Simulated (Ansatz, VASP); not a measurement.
Li: VASP beside Ansatz

The input INCAR:

```
SYSTEM = Li
PREC = Accurate
ENCUT = 520
EDIFF = 1E-6
ISMEAR = 0
SIGMA = 0.1
LREAL = .FALSE.
LASPH = .TRUE.
NELM = 100
ALGO = Normal
ISIF = 2
LWAVE = .FALSE.
LCHARG = .FALSE.
GGA = PE
NBANDS = 12
```

File KPOINTS:

```
regular mesh
0
G
  6 6 4
  0 0 0
```

File POSCAR:

```
Li
1.0
    3.9880970947      0.0000000000      0.0000000000
   -1.9940485474      3.4537933968      0.0000000000
    0.0000000000      0.0000000000      4.5246296550
Li
3
Direct
    0.2254000000      0.0000000000      0.3333333333
    0.0000000000      0.2254000000      0.6666666667
    0.7746000000      0.7746000000      0.0000000000
```

Input for Ansatz:

```yaml
crystal:
  lattice:
    - [3.9880970947, 0.0, 0.0]
    - [-1.9940485474, 3.4537933968, 0.0]
    - [0.0, 0.0, 4.524629655]
  atoms:
    - { symbol: Li, position: [0.2254, 0.0, 0.3333333333] }
    - { symbol: Li, position: [0.0, 0.2254, 0.6666666667] }
    - { symbol: Li, position: [0.7746, 0.7746, 0.0] }
basis:
  ecutwfc: 420
kpoints:
  mp_grid: { grid: [6, 6, 4] }
hamiltonian:
  xc: pbe
scf:
  occupations: { method: gaussian, width: 0.1 }
  lower_state_search: "off"
output:
  forces: true
  stress: true
  eigenvalues: true
```

Alike in both runs: task single point; functional PBE; k mesh 6 × 6 × 4; occupations gaussian, width 0.1 eV; no spin polarisation.

|  | VASP | Ansatz |
| --- | --- | --- |
| version | VASP 6.6.1 | Ansatz 0.2.0 |
| potentials or method | VASP PAW PBE potentials, release 64 (Li_sv) | scalar-relativistic, plane waves, PAW |
| plane-wave cutoff (eV) | 520 | 420 |
| valence electrons in the cell | 9 | 9 |

|  | VASP | Ansatz | Ansatz less VASP |
| --- | --- | --- | --- |
| gap on the k mesh at the Fermi level (eV) | none | none | - |
| rms of the force components (eV/Å) | 0.940 | 0.940 | -0.0002 |

Atom by atom the forces differ by 0.000 eV/Å (rms over components). A gap of «none» marks a metal or a gap that the smearing closes. With one functional, cell and mesh, what is left measures potentials, basis and numerics.

Caveats: forces of over 1 eV/Å show positions far from the minimum, so gaps and moduli don't describe the material at rest.
